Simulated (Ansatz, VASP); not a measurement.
**Cross-check of Si (Si strained to the junction's net) between VASP and Ansatz**

Aim: how closely do two programs agree when they are given the same cell, functional and k mesh? Of the first pair: The structure shown is the start of the Ansatz relaxation below; VASP solves that cell, so the two are compared at the walk's first step.

Program: Ansatz 0.2.0. Level of theory: plane waves, with VASP 6.6.1 beside it; PBE. Results are calculated unless marked as measured.

## Step 1: Starting point

The structure is trigonal, space group R-3m (No. 166). The conventional cell has a = 3.896 Å, b = 3.896 Å, c = 9.426 Å, α = 90.00°, β = 90.00°, γ = 120.00°. Nearest to Si lie 4 Si at 2.36 to 2.38 Å.

## Step 2: Ansatz: relaxation, PBE

Ansatz runs on its default PAW (the set named soft_2) files.

The two programs are compared at the cell with which this relaxation starts, whose forces are those of its first step.

Contents of input.yaml:

```yaml
crystal:
  lattice:
    - [3.896, 0.0, 0.0]
    - [-1.948, 3.3740349731, 0.0]
    - [0.0, 0.0, 9.4260920331]
  atoms:
    - { symbol: Si, position: [0.0, 0.0, 0.0] }
    - { symbol: Si, position: [0.0, 0.0, 0.25] }
    - { symbol: Si, position: [0.3333333333, 0.6666666667, 0.3333333333] }
    - { symbol: Si, position: [0.3333333333, 0.6666666667, 0.5833333333] }
    - { symbol: Si, position: [0.6666666667, 0.3333333333, 0.6666666667] }
    - { symbol: Si, position: [0.6666666667, 0.3333333333, 0.9166666667] }
kpoints:
  mp_grid: { grid: [12, 12, 3] }
scf:
  occupations: { method: fermi_dirac, width: 0.1 }
  max_iter: 150
hamiltonian:
  xc: pbe
relax:
  f_tol: 0.01
  max_steps: 40
  cell: { fix: [a, b, angles] }
```

The run is started by

```console
ansatz run input.yaml --threads 8 --pin off --max-ram 24576MiB --backend cpu --events-out ev --progress --plain --runs-dir out
```

Numbers of over 12 decimals in the logs are rounded to 6 here.

Output:

```text
Engine: ansatz 0.2.0, aarch64-unknown-linux-gnu
Pseudopotentials: kind: paw
Pseudopotential: Si, paw, valence charge 4, recommended cutoff 420 eV (normal), Si.paw.azcp
Functional definition: PBE
  parameter kappa = 0.804
  parameter beta = 0.066725
  exchange = pbe_x(kappa = kappa, mu = beta*pi^2/3)
  correlation = pbe_c(beta = beta)
Crystal: 6 atoms, lattice volume = 123.908 Å³
Basis set: ecut = 420 eV, 2455 PW (Γ), exchange–correlation on 54×54×128 points (8 copies of the dense FFT grid, shifted against one another)
Bands: 18, of which v1, the nominal top of the filled ones, is band 12 counted from 1 (11 counted from 0)
Symmetry: 36 space group operations
Space group: R-3m (ITA 166), of the structure as read, at distance tolerance 5.0e-5 Å
k-points: 50 of 432
Non-local potential: Si, projectors of the file, l = 0: 2, l = 1: 2, l = 2: 2
PAW form: soft (Blöchl's): semilocal exchange-correlation on the pseudo side does not see the compensation charge
PAW one-centre angular grid: Si, 110 points (default); XC on 64 Gauss nodes
Initial density: superposition of atomic densities (neutral atoms: chi_scale 0, normalization atom), corrected by the library's trained network
Initial wavefunctions: pseudopotential atomic-orbital guess
Functional: x = pbe(κ = 0.804, μ = 0.219515), c = pbe(β = 0.066725)
SCF iter   1: F=—  HF=-3814.849656 eV  |F-HF|=—  |Δ(HF+E_count)|=         —  Δρ=1.36e-3  dr2=1.64e-3  ethr=1.77e-3  ⟨swp⟩=6.7  Hψ=5617  notcnv=0
preconditioner: auto → Resta (q_TF=auto, 2.075 Å⁻¹)  ε∞=5.4  [insulator: Δε(μ)=0.706 eV  Ē_g=7.796 eV  σ=0.100 eV  W_gap=0.94  n_scr=24 (ndim 8)  ℏωp=16.3 eV  f_vac=0.000  D(μ)=0.04/eV (n_scr^D=0)  ε∞_Penn≈5.4]
SCF iter   2: F=—  HF=-3814.850536 eV  |F-HF|=—  |Δ(HF+E_count)|=   8.81e-4  Δρ=7.35e-4  dr2=5.09e-4  ethr=6.84e-6  ⟨swp⟩=2.2  Hψ=1792  notcnv=0
SCF iter   3: F=—  HF=-3814.850681 eV  |F-HF|=—  |Δ(HF+E_count)|=   1.44e-4  Δρ=8.42e-5  dr2=1.30e-5  ethr=2.12e-6  ⟨swp⟩=2.0  Hψ=1499  notcnv=0
SCF iter   4: F=—  HF=-3814.850698 eV  |F-HF|=—  |Δ(HF+E_count)|=   1.67e-5  Δρ=2.31e-5  dr2=8.79e-7  ethr=5.42e-8  ⟨swp⟩=2.0  Hψ=1499  notcnv=0
iter 5 did not close the SCF: its close was put off for the readings that it lacked (scf_convergence_deferred on its scf_iter line)
SCF iter   5: F=-3814.850699 eV  HF=-3814.850699 eV  |F-HF|=2.89e-8  |Δ(HF+E_count)|=   1.22e-6  Δρ=5.58e-6  dr2=2.17e-8  ethr=3.66e-9  ⟨swp⟩=2.0  Hψ=1500  notcnv=0
SCF iter   6: F=-3814.850699 eV  HF=-3814.850699 eV  |F-HF|=1.13e-10  |Δ(HF+E_count)|=   3.43e-8  Δρ=1.73e-6  dr2=2.54e-9  ethr=9.04e-11  ⟨swp⟩=2.2  Hψ=3003  notcnv=0
SCF 1 converged in 6 iterations: F = -3814.850699 eV  dr2 = 2.54e-9
  greatest PAW one-centre occupation: 0.632 electrons in one spin orbital (limit 2), on the Si atom at site 5 (counted from 0), in its partial waves of l = 0
relax step   1: F+E_penalty+E_count = -3814.85069881 eV  Δ(F+E_penalty+E_count) = +0.000e0 eV  max|allowed force component| = 1.299e-1 eV/Å  Δτ_max = 0.0000 Å  P = -0.792 GPa  Ω = 123.908 Å³  fix = [a, b, alpha, beta, gamma]  reactions: a -1.592, b -1.592 GPa  (6 SCF iters, dr2 threshold 1.00e-7 eV, accepted)
[...]
relax step   2: F+E_penalty+E_count = -3814.85270589 eV  Δ(F+E_penalty+E_count) = -2.007e-3 eV  max|allowed force component| = 3.167e-2 eV/Å  Δτ_max = 0.0033 Å  P = -0.887 GPa  Ω = 124.025 Å³  energy of the carried Pulay correction = -1.540e-5 eV  fix = [a, b, alpha, beta, gamma]  reactions: a -1.484, b -1.484 GPa  (3 SCF iters, dr2 threshold 6.00e-7 eV, accepted)
[...]
relax step   3: F+E_penalty+E_count = -3814.85288573 eV  Δ(F+E_penalty+E_count) = -1.798e-4 eV  max|allowed force component| = 2.127e-3 eV/Å  Δτ_max = 0.0006 Å  P = -1.002 GPa  Ω = 124.188 Å³  energy of the carried Pulay correction = -3.676e-5 eV  fix = [a, b, alpha, beta, gamma]  reactions: a -1.488, b -1.488 GPa  (3 SCF iters, dr2 threshold 2.35e-7 eV, accepted)
[...]
relax step   4: F+E_penalty+E_count = -3814.85292527 eV  Δ(F+E_penalty+E_count) = -3.954e-5 eV  max|allowed force component| = 2.138e-3 eV/Å  Δτ_max = 0.0000 Å  P = -1.001 GPa  Ω = 124.188 Å³  fix = [a, b, alpha, beta, gamma]  reactions: a -1.488, b -1.488 GPa  stress off target by 2.76e-2 GPa on what of the cell is left free  SCF on the basis re-selected at this cell (its energy is not comparable with the rows above)  (5 SCF iters)
basis re-selected at this cell: Δ(F+E_penalty+E_count) = -3.954e-5 eV, ΔP = +0.001 GPa vs the last step (what re-selecting the basis moved, of the pressure what is left beyond the Pulay correction that the steps carried, after the strain that the cell walked since its last selection, with what the two solves' SCF thresholds leave and, on support functions, any second-order correction that the steps lacked; it is no m [...]
SCF converged after 5 iterations
Free energy (F): -3814.852925 eV
Harris-Foulkes:  -3814.852925 eV  (|F-HF|=4.09e-12)
Internal energy: -3814.850726 eV  (E = F + TS)
E sigma→0 (E₀):  -3814.851826 eV
Entropy (-TS):   -0.002199 eV (-0.367 meV/atom)
Fermi energy:    6.214127 eV
--- Per-component energies (eV) ---
  E_band       = 21.983057
  E_kinetic    = 239.279664
  E_local      = -170.544318  (includes V_loc(G=0)·N_el)
  E_nonlocal   = 154.825812
  E_hartree    = 45.938701
  E_xc         = -329.864581
  E_vxc        = -278.799826  (∫ρ·V_xc dr)
  E_paw        = -3076.450627  (= ΣΔE_a)
  E_vpaw       = -14.655717  (= ΣTr[D̂ρ^β])
  E_aug_tail   = 0.000039  (compensation charges beyond the density's cutoff)
  E_ewald      = -678.035416
  E_smearing   = -0.002199  (= −TS)
  E_closure    = 0.000000  (closes the sum)
  Σ components = -3814.852925   (vs F -3814.852925, Δ=0.00e0)
--- Forces (eV/Å), atoms counted from 1 ---
  atom   1  Si    -0.00000000    -0.00000000    -0.00213842
  atom   2  Si     0.00000000     0.00000000     0.00213842
  atom   3  Si    -0.00000000    -0.00000000    -0.00213842
  atom   4  Si    -0.00000000     0.00000000     0.00213842
  atom   5  Si     0.00000000    -0.00000000    -0.00213842
  atom   6  Si     0.00000000     0.00000000     0.00213842
  max |Σ_I F_I| component: 1.23e-17 eV/Å
--- Stress (GPa, compression-positive) ---
       -1.487625       0.000000       0.000000
        0.000000      -1.487625      -0.000000
        0.000000      -0.000000      -0.027560
  P = ⅓ Tr σ = -1.0009 GPa (-10.009 kbar)
--- Relaxed structure (3 steps of the walk, 3 accepted, 1 SCFs on fresh bases) ---
  F+E_penalty+E_count = -3814.85292527 eV   max|allowed force component| = 2.138e-3 eV/Å   (the final SCF, on the basis selected at the relaxed cell)
  cell:  # Å, volume = 124.1877 Å³
    - [3.896000, 0, 0]
    - [-1.948000, 3.374035, 0]
    - [0, 0, 9.447353]
  atoms:
    - { symbol: Si, position: [0, 0, -0.000417664] }
    - { symbol: Si, position: [0, 0, 0.250418] }
    - { symbol: Si, position: [0.333333, 0.666667, 0.332916] }
    - { symbol: Si, position: [0.333333, 0.666667, 0.583751] }
    - { symbol: Si, position: [0.666667, 0.333333, 0.666249] }
    - { symbol: Si, position: [0.666667, 0.333333, 0.917084] }
```

## Step 3: VASP: single point, PBE, start cell, pair 1

The same cell, functional, mesh and smearing now go to VASP, with its own data sets.

Lines of VASP's logs that name or quote its potential files are left out, and so is its time.

Contents of INCAR:

```
SYSTEM = Si
PREC = Accurate
ENCUT = 400
EDIFF = 1E-06
NELM = 120
ISMEAR = -1
SIGMA = 0.1
LREAL = .FALSE.
ALGO = Normal
GGA = PE
NBANDS = 18
LORBIT = 11
LWAVE = .FALSE.
LCHARG = .FALSE.
ISIF = 2
LASPH = .TRUE.
GGA_COMPAT = .FALSE.
EFERMI = MIDGAP
KPAR = 2
```

Contents of POSCAR:

```
Si
1.0
    3.8960000000      0.0000000000      0.0000000000
   -1.9480000000      3.3740350000      0.0000000000
    0.0000000000      0.0000000000      9.4260920000
Si
6
Direct
    0.0000000000      0.0000000000      0.0000000000
    0.0000000000      0.0000000000      0.2500000000
    0.3333333333      0.6666666667      0.3333333333
    0.3333333333      0.6666666667      0.5833333333
    0.6666666667      0.3333333333      0.6666666667
    0.6666666667      0.3333333333      0.9166666667
```

Contents of KPOINTS:

```
Automatic mesh
0
Gamma
12 12 3
0 0 0
```

Potentials, in the order of the species: Si (PBE family, release 64).

The run is started by

```console
mpirun -np 2 vasp_std
```

Output:

```text
[banner, memory and clock lines left out]
running    2 mpi-ranks, on    1 nodes
 distrk:  each k-point on    1 cores,    2 groups
 distr:  one band on    1 cores,    1 groups

 POSCAR found type information on POSCAR Si
 POSCAR found :  1 types and       6 ions
 LDA part: xc-table for (Slater+PW92), standard interpolation
 POSCAR, INCAR and KPOINTS ok, starting setup
 FFT: planning ... GRIDC
 FFT: planning ... GRID_SOFT
 FFT: planning ... GRID
 WAVECAR not read
 entering main loop
       N       E                     dE             d eps       ncg     rms          rms(c)
DAV:   1     0.400765544427E+02    0.40077E+02   -0.79619E+03  1800   0.868E+02
DAV:   2    -0.300261381767E+02   -0.70103E+02   -0.67542E+02  2318   0.135E+02
DAV:   3    -0.329888887771E+02   -0.29628E+01   -0.29453E+01  2382   0.275E+01
DAV:   4    -0.330263911272E+02   -0.37502E-01   -0.37460E-01  2454   0.370E+00
DAV:   5    -0.330269251136E+02   -0.53399E-03   -0.53386E-03  2448   0.416E-01    0.811E+00
DAV:   6    -0.326903775071E+02    0.33655E+00   -0.17758E-01  2140   0.189E+00    0.496E+00
DAV:   7    -0.325348177154E+02    0.15556E+00   -0.38243E-01  2112   0.290E+00    0.282E-01
DAV:   8    -0.325373837711E+02   -0.25661E-02   -0.19240E-02  2174   0.728E-01    0.119E-01
DAV:   9    -0.325380992039E+02   -0.71543E-03   -0.88557E-04  2492   0.181E-01    0.921E-02
DAV:  10    -0.325382714548E+02   -0.17225E-03   -0.21808E-04  2042   0.791E-02    0.155E-02
DAV:  11    -0.325382723109E+02   -0.85604E-06   -0.47582E-06  2604   0.124E-02
   1 F= -.32538272E+02 E0= -.32537213E+02  d E =-.211867E-02
```

(Part 1 of 2 ends here.)

[Lines on the potential files, build, host, timing and source positions are cut from VASP's logs without a mark.]

[Logs are printed without paths, hosts, clocks, repeated set-up lines and the standing remarks that a program may print on its own settings, such as how far it seeks lower states.]

[Hosts, paths, dates, database ids (printed as entryN), source tags and the programs' standing remarks are cut or masked in the printed files.]
